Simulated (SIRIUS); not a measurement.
# CuO (P-6m2) in SIRIUS: a series of runs

Runs on CuO. Level: WC. Tasks: equation of state.

All numbers are computed with SIRIUS 7.12.0; they aren't measurements. Logs are shortened: lines on timing, memory, paths and dates and some standing lists are left out, and cuts for length are marked. The log counts tension as positive stress, the text compression.

**1. Starting point**

Symmetry: P-6m2, No. 187, hexagonal system. The conventional cell has a = 2.836 Å, b = 2.836 Å, c = 2.768 Å, α = 90.00°, β = 90.00°, γ = 120.00°. Cu (site symmetry -6m2) is surrounded by 6 O at 2.14 Å. O (site symmetry -6m2) has 6 Cu at 2.14 Å as nearest neighbours.

Measurements of this composition are mostly on another form, of space group No. 15.

**2. Equation of state, WC, 9.06 Å³/atom (volume scaled by 0.94)**

Contents of sirius.json:

```json
{
  "control": {
    "processing_unit": "cpu",
    "std_evp_solver_name": "lapack",
    "gen_evp_solver_name": "lapack",
    "verbosity": 2,
    "print_forces": false,
    "ortho_rf": true,
    "use_second_variation": true,
    "rmt_max": 3.0,
    "num_bands_to_print": 22,
    "save_wf": true
  },
  "parameters": {
    "electronic_structure_method": "full_potential_lapwlo",
    "xc_functionals": ["XC_GGA_X_WC", "XC_GGA_C_PBE"],
    "core_relativity": "dirac",
    "valence_relativity": "iora",
    "num_fv_states": 22,
    "smearing": "fermi_dirac",
    "smearing_width": 0.0018374661,
    "pw_cutoff": 24,
    "gk_cutoff": 4.62,
    "lmax_apw": 12,
    "lmax_rho": 8,
    "lmax_pot": 8,
    "num_mag_dims": 0,
    "auto_rmt": 0,
    "ngridk": [6, 6, 5],
    "shiftk": [0, 0, 0],
    "num_dft_iter": 80,
    "energy_tol": 1e-07,
    "density_tol": 1e-05,
    "use_symmetry": true
  },
  "settings": {"tol_ne": 1e-10},
  "iterative_solver": {"type": "exact"},
  "mixer": {"type": "anderson", "beta": 0.5, "max_history": 8},
  "unit_cell": {
    "lattice_vectors": [[5.2504616986, 0.0, 0.0], [-2.62523084, 4.547033215, 0.0], [0.0, 0.0, 5.1241904805]],
    "atom_types": ["Cu", "O"],
    "atom_files": {"Cu": "Cu.json", "O": "O.json"},
    "atoms": {"Cu": [[0.0, 0.0, 0.0]], "O": [[0.6666666667, 0.3333333333, 0.5]]}
  }
}
```

Contents of Cu.json:

```json
{
  "name": "copper",
  "symbol": "Cu",
  "number": 29,
  "mass": 63.546,
  "rmin": 1e-06,
  "rmt": 2.34,
  "nrmt": 800,
  "rinf": 15.61,
  "core": "1s2s2p",
  "valence": [
    {"basis": [{"enu": 0.05, "dme": 0, "n": 0, "auto": 0}, {"enu": 0.05, "dme": 1, "n": 0, "auto": 0}]},
    {"l": 0, "n": 1, "basis": [{"enu": 0.15, "dme": 0, "n": 0, "auto": 0}]},
    {"l": 1, "n": 2, "basis": [{"enu": 0.15, "dme": 0, "n": 0, "auto": 0}]},
    {"l": 2, "n": 3, "basis": [{"enu": 0.15, "dme": 0, "n": 0, "auto": 0}]},
    {"l": 3, "n": 4, "basis": [{"enu": 0.15, "dme": 0, "n": 0, "auto": 0}]}
  ],
  "lo": [
    {"l": 0, "basis": [{"enu": 0.15, "dme": 0, "n": 0, "auto": 0}, {"enu": 0.15, "dme": 1, "n": 0, "auto": 0}]},
    {
      "l": 0,
      "basis": [{"enu": -3.8559, "dme": 0, "n": 3, "auto": 1}, {"enu": -3.8559, "dme": 1, "n": 3, "auto": 1}]
    },
    {
      "l": 0,
      "basis": [{"enu": -3.8559, "dme": 1, "n": 3, "auto": 1}, {"enu": 0.15, "dme": 0, "n": 0, "auto": 0}]
    },
    {"l": 0, "basis": [{"enu": 0.15, "dme": 0, "n": 0, "auto": 0}, {"enu": 3.0721, "dme": 0, "n": 0, "auto": 0}]},
    {"l": 1, "basis": [{"enu": 0.15, "dme": 0, "n": 0, "auto": 0}, {"enu": 0.15, "dme": 1, "n": 0, "auto": 0}]},
    {
      "l": 1,
      "basis": [{"enu": -2.3153, "dme": 0, "n": 3, "auto": 1}, {"enu": -2.3153, "dme": 1, "n": 3, "auto": 1}]
    },
    {
      "l": 1,
      "basis": [{"enu": -2.3153, "dme": 1, "n": 3, "auto": 1}, {"enu": 0.15, "dme": 0, "n": 0, "auto": 0}]
    },
    {"l": 1, "basis": [{"enu": 0.15, "dme": 0, "n": 0, "auto": 0}, {"enu": 3.5104, "dme": 0, "n": 0, "auto": 0}]},
    {"l": 2, "basis": [{"enu": 0.15, "dme": 0, "n": 0, "auto": 0}, {"enu": 0.15, "dme": 1, "n": 0, "auto": 0}]},
    {"l": 2, "basis": [{"enu": 0.15, "dme": 1, "n": 0, "auto": 0}, {"enu": 0.15, "dme": 2, "n": 0, "auto": 0}]},
    {"l": 2, "basis": [{"enu": 0.15, "dme": 0, "n": 0, "auto": 0}, {"enu": 2.999, "dme": 0, "n": 0, "auto": 0}]},
    {"l": 3, "basis": [{"enu": 0.15, "dme": 0, "n": 0, "auto": 0}, {"enu": 0.15, "dme": 1, "n": 0, "auto": 0}]},
    {"l": 3, "basis": [{"enu": 0.15, "dme": 0, "n": 0, "auto": 0}, {"enu": 3.3277, "dme": 0, "n": 0, "auto": 0}]}
  ],
  "free_atom": [... radial grid and density of the free atom, the start of the SCF ...]
}
```

Contents of O.json:

```json
{
  "name": "oxygen",
  "symbol": "O",
  "number": 8,
  "mass": 15.9994,
  "rmin": 1e-06,
  "rmt": 1.56,
  "nrmt": 800,
  "rinf": 11.55,
  "core": "1s",
  "valence": [
    {"basis": [{"enu": 0.05, "dme": 0, "n": 0, "auto": 0}, {"enu": 0.05, "dme": 1, "n": 0, "auto": 0}]},
    {"l": 0, "n": 1, "basis": [{"enu": -0.0671, "dme": 0, "n": 0, "auto": 0}]},
    {"l": 1, "n": 2, "basis": [{"enu": 0.15, "dme": 0, "n": 0, "auto": 0}]},
    {"l": 2, "n": 3, "basis": [{"enu": 0.15, "dme": 0, "n": 0, "auto": 0}]},
    {"l": 3, "n": 4, "basis": [{"enu": 0.15, "dme": 0, "n": 0, "auto": 0}]}
  ],
  "lo": [
    {
      "l": 0,
      "basis": [{"enu": -0.0671, "dme": 0, "n": 0, "auto": 0}, {"enu": -0.0671, "dme": 1, "n": 0, "auto": 0}]
    },
    {
      "l": 0,
      "basis": [{"enu": -0.0671, "dme": 1, "n": 0, "auto": 0}, {"enu": -0.0671, "dme": 2, "n": 0, "auto": 0}]
    },
    {
      "l": 0,
      "basis": [{"enu": -0.0671, "dme": 0, "n": 0, "auto": 0}, {"enu": 4.8638, "dme": 0, "n": 0, "auto": 0}]
    },
    {"l": 1, "basis": [{"enu": 0.15, "dme": 0, "n": 0, "auto": 0}, {"enu": 0.15, "dme": 1, "n": 0, "auto": 0}]},
    {"l": 1, "basis": [{"enu": 0.15, "dme": 1, "n": 0, "auto": 0}, {"enu": 0.15, "dme": 2, "n": 0, "auto": 0}]},
    {"l": 1, "basis": [{"enu": 0.15, "dme": 0, "n": 0, "auto": 0}, {"enu": 5.8206, "dme": 0, "n": 0, "auto": 0}]},
    {"l": 2, "basis": [{"enu": 0.15, "dme": 0, "n": 0, "auto": 0}, {"enu": 0.15, "dme": 1, "n": 0, "auto": 0}]},
    {"l": 2, "basis": [{"enu": 0.15, "dme": 1, "n": 0, "auto": 0}, {"enu": 0.15, "dme": 2, "n": 0, "auto": 0}]},
    {"l": 2, "basis": [{"enu": 0.15, "dme": 0, "n": 0, "auto": 0}, {"enu": 6.5603, "dme": 0, "n": 0, "auto": 0}]},
    {"l": 3, "basis": [{"enu": 0.15, "dme": 0, "n": 0, "auto": 0}, {"enu": 0.15, "dme": 1, "n": 0, "auto": 0}]}
  ],
  "free_atom": [... radial grid and density of the free atom, the start of the SCF ...]
}
```

Contents of sirius_start.json:

```json
{
  "control": {
    "processing_unit": "cpu",
    "std_evp_solver_name": "lapack",
    "gen_evp_solver_name": "lapack",
    "verbosity": 1,
    "print_forces": false,
    "ortho_rf": true,
    "use_second_variation": true,
    "rmt_max": 3.0,
    "num_bands_to_print": 22,
    "save_wf": false
  },
  "parameters": {
    "electronic_structure_method": "full_potential_lapwlo",
    "xc_functionals": ["XC_LDA_X", "XC_LDA_C_PW"],
    "core_relativity": "dirac",
    "valence_relativity": "iora",
    "num_fv_states": 22,
    "smearing": "fermi_dirac",
    "smearing_width": 0.0055123983,
    "pw_cutoff": 24,
    "gk_cutoff": 3.69,
    "lmax_apw": 12,
    "lmax_rho": 8,
    "lmax_pot": 8,
    "num_mag_dims": 0,
    "auto_rmt": 0,
    "ngridk": [2, 2, 2],
    "shiftk": [0, 0, 0],
    "num_dft_iter": 30,
    "energy_tol": 0.01,
    "density_tol": 0.05,
    "use_symmetry": true
  },
  "settings": {"tol_ne": 1e-10},
  "iterative_solver": {"type": "exact"},
  "mixer": {"type": "anderson", "beta": 0.5, "max_history": 8},
  "unit_cell": {
    "lattice_vectors": [[5.2504616986, 0.0, 0.0], [-2.62523084, 4.547033215, 0.0], [0.0, 0.0, 5.1241904805]],
    "atom_types": ["Cu", "O"],
    "atom_files": {"Cu": "Cu.json", "O": "O.json"},
    "atoms": {"Cu": [[0.0, 0.0, 0.0]], "O": [[0.6666666667, 0.3333333333, 0.5]]}
  }
}
```

Potentials or basis: all-electron FP-LAPW, apw+lo standard.

On the command line:

```bash
OMP_NUM_THREADS=2 sirius.scf --input=sirius_start.json --output=start.json
OMP_NUM_THREADS=2 sirius.scf --input=sirius.json --output=output.json --task=1
```

Log:

```text
[info] SIRIUS version : 7.12.0
[info] number of MPI ranks           : 1
[info] MPI grid                      : 1 1
[info] maximum number of OMP threads : 2
[fft] FFT context for density and potential
[fft] =====================================
[fft]   plane wave cutoff                     : 24
[fft]   grid size                             : 45 45 45   total : 91125
[fft]   grid limits                           : -22 22   -22 22   -22 22
[fft]   number of G-vectors within the cutoff : 28449
[fft]   number of G-shells                    : 1457
[fft] FFT context for coarse grid
[fft] =====================================
[fft]   plane wave cutoff                     : 9.24
[fft]   grid size                             : 18 18 18   total : 5832
[fft]   grid limits                           : -8 9   -8 9   -8 9
[fft]   number of G-vectors within the cutoff : 1653
[fft]   number of G-shells                    : 113
[unit cell] lattice vectors
[unit cell]   a1 :       5.2504616986      0.0000000000      0.0000000000
[unit cell]   a2 :      -2.6252308400      4.5470332150      0.0000000000
[unit cell]   a3 :       0.0000000000      0.0000000000      5.1241904805
[unit cell] reciprocal lattice vectors
[unit cell]   b1 :       1.1966919612      0.6909104231     -0.0000000000
[unit cell]   b2 :       0.0000000000      1.3818208511      0.0000000000
[unit cell]   b3 :       0.0000000000     -0.0000000000      1.2261810585
[unit cell] unit cell volume :       122.33504517 [a.u.^3]
[unit cell] 1/sqrt(omega)    :         0.09041168
[unit cell] MT volume        :        69.57295692 (56.87%)
[unit cell] IT volume        :        52.76208824 (43.13%)
[unit cell] number of atom types : 2
[unit cell] type id : 0 symbol : Cu mt_radius :   2.340000 num_atoms : 1
[unit cell] type id : 1 symbol :  O mt_radius :   1.560000 num_atoms : 1
[unit cell] total number of atoms : 2
[unit cell] number of symmetry classes : 2
[unit cell] atom id  type id  class id             position                      vector_field
[unit cell] ------------------------------------------------------------------------------------------
[unit cell]      0        0        0      0.00000   0.00000   0.00000      0.00000   0.00000   0.00000
[unit cell]      1        1        1      0.66667   0.33333   0.50000      0.00000   0.00000   0.00000
[... 325 lines left out ...]
[diagonalize] ik:    4   -3.885235   -2.329509   -2.321849   -2.321419   -0.472878    0.001037    0.078958    0.083118    0.118185    0.156119    0.173352    0.194715    0.216065    0.393392    0.660248    0.779505    0.892583    0.897787    1.127717    1.181429    1.233780    1.422400
[diagonalize] ...
[diagonalize] ik:   16   -3.885156   -2.330450   -2.321952   -2.321320   -0.440951   -0.022496    0.024822    0.065995    0.134461    0.164921    0.171118    0.191689    0.237302    0.456552    0.626514    0.717263    0.812362    0.818446    1.099942    1.190863    1.436091    1.486241
[diagonalize] ik:   17   -3.885131   -2.330411   -2.322234   -2.321393   -0.431392   -0.014850    0.005837    0.057495    0.146432    0.169645    0.174315    0.193346    0.241278    0.428616    0.608230    0.707156    0.776370    0.803556    1.095478    1.260500    1.445719    1.555832
[diagonalize] ik:   18   -3.885168   -2.330469   -2.321758   -2.321336   -0.445482   -0.029579    0.038478    0.069981    0.131068    0.162559    0.173982    0.185265    0.235220    0.467216    0.640656    0.706208    0.827184    0.839564    1.134029    1.211608    1.276752    1.445350
[diagonalize] ik:   19   -3.885131   -2.330411   -2.322092   -2.321535   -0.431526   -0.009084    0.005297    0.054118    0.139585    0.169785    0.177639    0.191665    0.239540    0.446919    0.592524    0.694016    0.782121    0.800397    1.186015    1.224454    1.432963    1.500267
[diagonalize] ik:   20   -3.885118   -2.330391   -2.321918   -2.321888   -0.426620   -0.003025   -0.000294    0.044343    0.143123    0.168243    0.171490    0.211629    0.235685    0.464168    0.519507    0.712217    0.773657    0.800496    1.179139    1.389402    1.424360    1.443623
[generate_core_charge_density] atom class : 0
[generate_core_charge_density]   n,l,k : 1 0 1  energy :        -324.80929537
[generate_core_charge_density]   n,l,k : 2 0 1  energy :         -38.70534063
[generate_core_charge_density]   n,l,k : 2 1 1  energy :         -33.88382375
[generate_core_charge_density]   n,l,k : 2 1 2  energy :         -33.13035764
[generate_core_charge_density] atom class : 1
[generate_core_charge_density]   n,l,k : 1 0 1  energy :         -18.37233768
[find] Total energy                   :   -1729.68971903 (Ha),   -3459.37943806 (Ry)
[find] iteration : 1, RMS (target) : 9.2180e-02 (1.0000e-05) , energy difference (target) : 6.7804e-04 (1.0000e-07)
[find] Total energy                   :   -1729.68829223 (Ha),   -3459.37658447 (Ry)
[find] iteration : 2, RMS (target) : 1.1165e-01 (1.0000e-05) , energy difference (target) : 1.4268e-03 (1.0000e-07)
[find] Total energy                   :   -1729.69061703 (Ha),   -3459.38123407 (Ry)
[... 20 lines left out ...]
[find] valence_eval_sum               :     -20.70645999
[find] core_eval_sum                  :    -963.91000423
[find] kinetic energy                 :    1757.57065162
[find] enuc                           :   -2089.90388808
[find] <rho|V^{XC}>                   :     -98.65202117
[find] <rho|E^{XC}>                   :     -75.58985788
[find] <mag|B^{XC}>                   :       0.00000000
[find] <rho|V^{H}>                    :   -2643.53509465
[find] smearing (-TS)                 :      -0.00051944
[find] SCF correction                 :       0.00000119
[find] Total energy                   :   -1729.69064048 (Ha),   -3459.38128096 (Ry)
[find] Free energy (E-TS)             :   -1729.69115992 (Ha),   -3459.38231984 (Ry)
[find] band gap (eV)                  :       0.00000000
[find] Efermi                         :       0.23379896
[find] iteration : 8, RMS (target) : 9.1587e-07 (1.0000e-05) , energy difference (target) : -1.6363e-08 (1.0000e-07)
[find] converged after 9 SCF iterations!
[find] Charges and magnetic moments
[find] --------------------------------------------------------------------------------
[find] atom      charge    core leakage
[find] --------------------------------------------------------------------------------
[find]    0   28.106357    6.975737e-15
[find]    1    6.950110    1.856647e-07
[find] total core leakage    : 1.85664705e-07
[find] interstitial charge   : 1.943531
[find] total charge          : 36.999999
[find] Energy
[find] --------------------------------------------------------------------------------
[find] valence_eval_sum               :     -20.70645999
[find] core_eval_sum                  :    -963.91000423
[find] kinetic energy                 :    1757.57065162
[find] enuc                           :   -2089.90388808
[find] <rho|V^{XC}>                   :     -98.65202117
[find] <rho|E^{XC}>                   :     -75.58985788
[find] <mag|B^{XC}>                   :       0.00000000
[find] <rho|V^{H}>                    :   -2643.53509465
[find] smearing (-TS)                 :      -0.00051944
[find] SCF correction                 :       0.00000119
[find] Total energy                   :   -1729.69064048 (Ha),   -3459.38128096 (Ry)
[find] Free energy (E-TS)             :   -1729.69115992 (Ha),   -3459.38231984 (Ry)
[find] band gap (eV)                  :       0.00000000
[find] Efermi                         :       0.23379896
```

Wall time 28 s (2 threads of Arm Neoverse V2, shared host); peak memory 0.44 GiB.

Results:

```yaml
Free_energy: -47067.2942 eV
Band_gap_on_the_k_mesh: none (metal or under the smearing width)
All_electrons_inside_the_program's_atomic_spheres: Cu 28.11; O 6.95 (radii Cu 2.34, O 1.56 bohr)
```

Caveat: the k mesh is coarse (spacing up to 0.46 Å⁻¹), so the values aren't converged; an odd number of electrons without spin polarisation forces a metal; a magnetic or distorted state may lie lower; the run has no spin polarisation, though such a crystal can be magnetic; semilocal functionals often make such compounds metallic where correlation or magnetic order opens a gap, which also shifts bond lengths.

(Continued in part 2 of 4.)
